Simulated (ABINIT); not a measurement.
ZnSe (Stilleite):

```
CELL_PARAMETERS angstrom
0.00000 2.83380 2.83380
2.83380 0.00000 2.83380
2.83380 2.83380 0.00000
ATOMIC_POSITIONS crystal
Se 0.75000 0.75000 0.75000
Zn 0.00000 0.00000 0.00000
```

Base run:

```yaml
Program: ABINIT 10.8.3 (patched build)
Functional: PBE
Potentials_or_basis: SPMS NC PBE v1.0
Cutoff: 844 eV
k_mesh: 6 × 6 × 6, with 4 shifts
Occupations: fixed
Spin: no spin polarisation
```

Its results: pressure 2.2 GPa.

Question: The run is repeated on the same cell with these changes: functional from PBE to LDA; potentials or basis from SPMS NC PBE v1.0 to PseudoDojo NC SR LDA v0.4.1 standard; cutoff from 844 eV to 1061 eV. What comes out?

Answer: Pressure -3.9 GPa.

Not every run made on this cell is shown here.
